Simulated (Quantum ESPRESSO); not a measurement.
# Al (Fm-3m) in Quantum ESPRESSO: notebook, part 2 of 2

Quantum ESPRESSO 7.5.

**5. Relaxation of cell and atoms, PBEsol, target pressure 10 GPa, at which the enthalpy is minimised**

The input, pw.in:

```
&CONTROL
  calculation = 'vc-relax'
  prefix = 'pwscf'
  outdir = './tmp'
  pseudo_dir = './pseudo'
  tprnfor = .true.
  tstress = .true.
  disk_io = 'low'
  nstep = 40
  forc_conv_thr = 0.0004
  etot_conv_thr = 1d-05
/
&SYSTEM
  ibrav = 0
  nat = 1
  ntyp = 1
  ecutwfc = 52
  ecutrho = 414
  nbnd = 6
  occupations = 'smearing'
  smearing = 'fd'
  degauss = 0.00367493
/
&ELECTRONS
  conv_thr = 2d-10
  electron_maxstep = 120
  mixing_beta = 0.5
/
&IONS
  ion_dynamics = 'bfgs'
/
&CELL
  cell_dynamics = 'bfgs'
  press = 100
  press_conv_thr = 0.3
/
ATOMIC_SPECIES
Al    26.9815 al_pbesol_v1.uspp.F.UPF
CELL_PARAMETERS angstrom
   0.0000000000    2.0248050000    2.0248050000
   2.0248050000    0.0000000000    2.0248050000
   2.0248050000    2.0248050000    0.0000000000
ATOMIC_POSITIONS crystal
Al     0.0000000000    0.0000000000    0.0000000000
K_POINTS automatic
11 11 11 0 0 0
```

Potentials or basis: GBRV 1.5 PBEsol.

Started as:

```
> OMP_NUM_THREADS=1 mpirun -n 2 pw.x -nk 2 -in pw.in > pw.out
```

pw.out:

```text
This program is part of the open-source Quantum ESPRESSO suite
     for quantum simulation of materials; please cite
         "P. Giannozzi et al., J. Phys.:Condens. Matter 21 395502 (2009);
         "P. Giannozzi et al., J. Phys.:Condens. Matter 29 465901 (2017);
         "P. Giannozzi et al., J. Chem. Phys. 152 154105 (2020);
     in publications or presentations arising from this work. More details at

     Message from routine setup:
     using ibrav=0 with symmetry is DISCOURAGED, use correct ibrav instead

     K-points division:     npool     =       2
     Subspace diagonalization in iterative solution of the eigenvalue problem:
     a serial algorithm will be used

     G-vector sticks info
     --------------------
     sticks:   dense  smooth     PW     G-vecs:    dense   smooth      PW
     Sum         847     421    139                16049     5769    1067

     Using Slab Decomposition

     bravais-lattice index     =            0
     lattice parameter (alat)  =       5.4112  a.u.
     unit-cell volume          =     112.0408 (a.u.)^3
     number of atoms/cell      =            1
     number of atomic types    =            1
[... 1767 lines left out ...]
        k(    5) = (   0.2679101   0.2679101  -0.2679101), wk =   0.0120210
        k(    6) = (   0.3348876   0.3348876  -0.3348876), wk =   0.0120210
[... 48 lines left out ...]
        k(   55) = (  -0.0669775  -0.4688427   0.7367528), wk =   0.0360631
        k(   56) = (  -0.0000000  -0.4018652   0.6697753), wk =   0.0360631

     Dense  grid:    14163 G-vectors     FFT dimensions: (  36,  36,  36)

     Smooth grid:     5029 G-vectors     FFT dimensions: (  24,  24,  24)

     Initial potential from superposition of free atoms

     starting charge       2.9976, renormalised to       3.0000
     Starting wfcs are    4 randomized atomic wfcs +    2 random wfcs

     Self-consistent Calculation

     iteration #  1     ecut=    52.00 Ry     beta= 0.50
     Davidson diagonalization with overlap
     c_bands:  1 eigenvalues not converged
     c_bands:  2 eigenvalues not converged
     c_bands:  1 eigenvalues not converged
     c_bands:  1 eigenvalues not converged
     c_bands:  1 eigenvalues not converged
     c_bands:  1 eigenvalues not converged
     c_bands:  1 eigenvalues not converged
     ethr =  1.00E-06,  avg # of iterations = 14.1
[... 292 lines left out ...]
          total   stress  (Ry/bohr**3)                   (kbar)     P=       99.98
   0.00067964   0.00000000   0.00000000           99.98        0.00        0.00
   0.00000000   0.00067964   0.00000000            0.00       99.98        0.00
   0.00000000   0.00000000   0.00067964            0.00        0.00       99.98

=------------------------------------------------------------------------------=
   JOB DONE.
=------------------------------------------------------------------------------=
```

It took 9.6 s on 2 MPI ranks of Intel Xeon Platinum 8259CL at 2.50GHz (Skylake/Cascade Lake), shared host; peak memory 0.12 GiB.

What came out:

| Property | Result |
| --- | --- |
| Free energy | -90.6392 eV |
| Relaxed volume | 14.68 Å³/atom |
| Relaxed cell | a = 2.748 Å, b = 2.748 Å, c = 2.748 Å, α = 60.00°, β = 60.00°, γ = 60.00° |
| Space group after relaxing (to 0.05 Å) | Fm-3m (No. 225) |
| Energy change on relaxing (the enthalpy is what falls) | +40.7 meV/atom |
| Ionic steps | 5 |
| Pressure after relaxing | 10.0 GPa |
| Band gap on the k mesh | none (metal or under the smearing width) |

Step by step:
```tsv
step	energy change (eV)	largest force (eV/Å)	pressure (GPa)	volume (Å³)
1	0.0000	0.0000	-2.00	16.60
2	0.0031	0.0000	3.28	15.61
3	0.0524	0.0000	11.51	14.50
4	0.0397	0.0000	9.87	14.69
5	0.0407	0.0000	10.00	14.68
```

Final structure:
```
Al
1.0
     0.00000    1.94333    1.94333
     1.94333    0.00000    1.94333
     1.94333    1.94333    0.00000
Al
1
Direct
  0.00000 0.00000 0.00000
```

**6. Relaxation of cell and atoms, PBEsol, target pressure 20 GPa, at which the enthalpy is minimised**

Edit pw.in of step 5 so:

```diff
@@ -33,3 +33,3 @@
   cell_dynamics = 'bfgs'
-  press = 100
+  press = 200
   press_conv_thr = 0.3
```

Potentials or basis: GBRV 1.5 PBEsol.

Started as:

```
> OMP_NUM_THREADS=1 mpirun -n 2 pw.x -nk 2 -in pw.in > pw.out
```

Run time: 9.9 s. Hardware: 2 MPI ranks of Intel Xeon Platinum 8259CL at 2.50GHz (Skylake/Cascade Lake), shared host; peak memory 0.12 GiB.

Results (log left out):

```
Free energy                                            : -90.5474 eV
Relaxed volume                                         : 13.68 Å³/atom
Relaxed cell                                           : a = 2.684 Å, b = 2.684 Å, c = 2.684 Å, α = 60.00°, β = 60.00°, γ = 60.00°
Space group after relaxing (to 0.05 Å)                 : Fm-3m (No. 225)
Energy change on relaxing (the enthalpy is what falls) : +132.4 meV/atom
Ionic steps                                            : 5
Pressure after relaxing                                : 20.0 GPa
Band gap on the k mesh                                 : none (metal or under the smearing width)
```

The path:
```tsv
step	energy change (eV)	largest force (eV/Å)	pressure (GPa)	volume (Å³)
1	0.0000	0.0000	-2.00	16.60
2	0.0329	0.0000	8.92	14.81
3	0.1773	0.0000	24.10	13.35
4	0.1277	0.0000	19.54	13.72
5	0.1324	0.0000	19.98	13.68
```

Final structure:
```
Al
1.0
     0.00000    1.89816    1.89816
     1.89816    0.00000    1.89816
     1.89816    1.89816    0.00000
Al
1
Direct
  0.00000 0.00000 0.00000
```

Levels at points of the mesh, in eV from the Fermi level:
| k point | band 1 | band 2 | band 3 | band 4 | band 5 | band 6 |
| --- | --- | --- | --- | --- | --- | --- |
| (0.00, 0.00, 0.00) | -12.55 | 13.68 | 13.68 | 16.38 | 16.38 | 16.38 |

Caveat: the volume moved by over 15 % at a fixed basis, so the end points are rough.

**7. Relaxation of cell and atoms, PBEsol, target pressure 30 GPa, at which the enthalpy is minimised**

Edit pw.in of step 6 so:

```diff
@@ -33,3 +33,3 @@
   cell_dynamics = 'bfgs'
-  press = 200
+  press = 300
   press_conv_thr = 0.3
```

Started as:

```
> OMP_NUM_THREADS=1 mpirun -n 2 pw.x -nk 2 -in pw.in > pw.out
```

Run time: 9.6 s. Hardware: 2 MPI ranks of Intel Xeon Platinum 8259CL at 2.50GHz (Skylake/Cascade Lake), shared host; peak memory 0.12 GiB.

The run converged. Its results:

* Free energy: -90.4335 eV
* Relaxed volume: 12.94 Å³/atom
* Relaxed cell: a = 2.635 Å, b = 2.635 Å, c = 2.635 Å, α = 60.00°, β = 60.00°, γ = 60.00°
* Space group after relaxing (to 0.05 Å): Fm-3m (No. 225)
* Energy change on relaxing (the enthalpy is what falls): +246.3 meV/atom
* Ionic steps: 5
* Pressure after relaxing: 30.0 GPa
* Band gap on the k mesh: none (metal or under the smearing width)

Step by step:
```tsv
step	energy change (eV)	largest force (eV/Å)	pressure (GPa)	volume (Å³)
1	0.0000	0.0000	-2.00	16.60
2	0.0920	0.0000	15.97	14.04
3	0.3308	0.0000	36.70	12.53
4	0.2384	0.0000	29.32	12.98
5	0.2463	0.0000	29.97	12.94
```

Final structure:
```yaml
crystal:
  lattice:
    - [0.00000, 1.86344, 1.86344]
    - [1.86344, 0.00000, 1.86344]
    - [1.86344, 1.86344, 0.00000]
  atoms:
    - { symbol: Al, position: [0.00000, 0.00000, 0.00000] }
```

Levels at points of the mesh, in eV from the Fermi level:
| k point | band 1 | band 2 | band 3 | band 4 | band 5 | band 6 |
| --- | --- | --- | --- | --- | --- | --- |
| (0.00, 0.00, 0.00) | -12.98 | 14.02 | 14.02 | 14.02 | 17.18 | 17.18 |

Caveat: the volume moved by over 15 % at a fixed basis, so the end points are rough.

**8. The runs side by side**

| cell | gap on the mesh (eV) | pressure (GPa) |
| --- | --- | --- |
| relaxed to 0.3 kbar | none | 0.0 |
| relaxed to 2 GPa | none | 2.0 |
| relaxed to 5 GPa | none | 5.0 |
| relaxed to 10 GPa | none | 10.0 |
| relaxed to 20 GPa | none | 20.0 |
| relaxed to 30 GPa | none | 30.0 |

Alike in all rows: task relaxation of cell and atoms; level PBEsol; potentials or basis GBRV 1.5 PBEsol; no spin polarisation; k mesh 11 × 11 × 11; cutoff (eV) 707; smearing fermi-dirac 0.05 eV.

Caveats: the volume moved by over 15 % at a fixed basis, so the end points are rough (some runs).

Absolute energies hang on the potentials; compare differences alone.
